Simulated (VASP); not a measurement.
HfO2, 3 atoms in the cell. It takes space group Fm-3m (No. 225, cubic). The conventional cell has a = 5.058 Å, b = 5.058 Å, c = 5.058 Å, α = 90.00°, β = 90.00°, γ = 90.00°. Hf (site symmetry m-3m) has 8 O at 2.19 Å as nearest neighbours. Around O (site symmetry -43m) lie 4 Hf at 2.19 Å. Measurements of this composition are mostly on another form, of space group No. 14.

- Program: VASP 6.6.1
- Task: single point
- Functional: r2SCAN
- Potentials or basis: VASP PAW PBE potentials, release 64 (Hf_pv, O)
- Cutoff: 520 eV
- k mesh: 6 × 6 × 6
- Occupations: gaussian, width 0.01 eV
- Spin: no spin polarisation
- Dipole correction: no
- Further INCAR settings: ALGO = Normal; EDIFF = 1e-06; NBANDS = 18

Potentials or basis: VASP PAW PBE potentials, release 64 (Hf_pv, O).

Launch:

```console
$ cat potpaw_PBE.64/Hf_pv/POTCAR potpaw_PBE.64/O/POTCAR > POTCAR
$ cp INCAR.step1 INCAR
$ mpirun -np 1 vasp_std > vasp.out
$ cp INCAR.step2 INCAR
$ mpirun -np 1 vasp_std > vasp.out
```

Hardware: 1 thread of Intel(R) Xeon(R) 6975P-C (Granite Rapids) (shared host).

**Question.** How long does it take, and how much memory?

**Answer.** Run time: 24 s on 1 thread of Intel(R) Xeon(R) 6975P-C (Granite Rapids), with other jobs on the host, peak memory 0.17 GiB. Counts: scf iterations 11, k points 16.
